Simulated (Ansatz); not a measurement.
Runs of Ansatz 0.2.0 on NiO. Symmetry: Fm-3m, No. 225, cubic system. Conventional cell: a = 4.172 Å, b = 4.172 Å, c = 4.172 Å, α = 90.00°, β = 90.00°, γ = 90.00°. Ni (site symmetry m-3m) is surrounded by 6 O at 2.09 Å. O (site symmetry m-3m) is surrounded by 6 Ni at 2.09 Å. 

| task | level | cell | k mesh | cutoff (eV) | smearing | gap on the mesh (eV) | pressure (GPa) | moment (μB) | relaxed volume (Å³/atom) |
| --- | --- | --- | --- | --- | --- | --- | --- | --- | --- |
| single point | RPBE | as given | 11 × 11 × 11 | 378 | gaussian 0.1 eV | none | 13.6 | 1.86 | - |
| band structure | PBE | as given | 11 × 11 × 11 | 378 | fermi-dirac 0.05 eV | - | 6.3 | 1.78 | - |
| relaxation of cell and atoms | revPBE+D4 | relaxed | 11 × 11 × 11 | - | fermi-dirac 0.05 eV | - | 0.0 | 1.86 | (a) |
| band structure | BLYP | as given | 11 × 11 × 11 | 378 | fermi-dirac 0.05 eV | - | 14.3 | 1.73 | - |
| relaxation of cell and atoms | PBEsol | relaxed | 11 × 11 × 11 | - | fermi-dirac 0.05 eV | - | 0.0 | 1.32 | 8.74 |
| band structure | LDA | as given | 11 × 11 × 11 | 378 | fermi-dirac 0.05 eV | - | -19.8 | 0.30 | - |
| band structure | PBEsol | as given | 11 × 11 × 11 | 378 | fermi-dirac 0.05 eV | - | (b) | 1.48 | - |
| elastic constants | PBE | as given | 8 × 8 × 8 | 404 | fermi-dirac 0.05 eV | none | 6.8 | 1.83 | - |

Alike in all rows: potentials or basis all-electron LAPW, scalar-relativistic; spin collinear, ferromagnetic start; basis error allowed 0.001 eV/atom.

Fill in the values left out.

(a) 9.21; (b) -6.8.

Caveats: a cell with one magnetic atom can't hold antiferromagnetic order, which such compounds often take (some runs); semilocal functionals often make such compounds metallic where correlation or magnetic order opens a gap, which also shifts bond lengths (some runs); the k mesh is thin for a metal, which can move the energy by tens of meV per atom (some runs); a metal's response needs a denser mesh (some runs); the cell is more than 3 GPa from zero pressure, which shifts response properties (some runs); elastic constants of metals need much finer meshes, so these are rough (some runs).

A gap of «none» marks a metal or a gap under the smearing width.
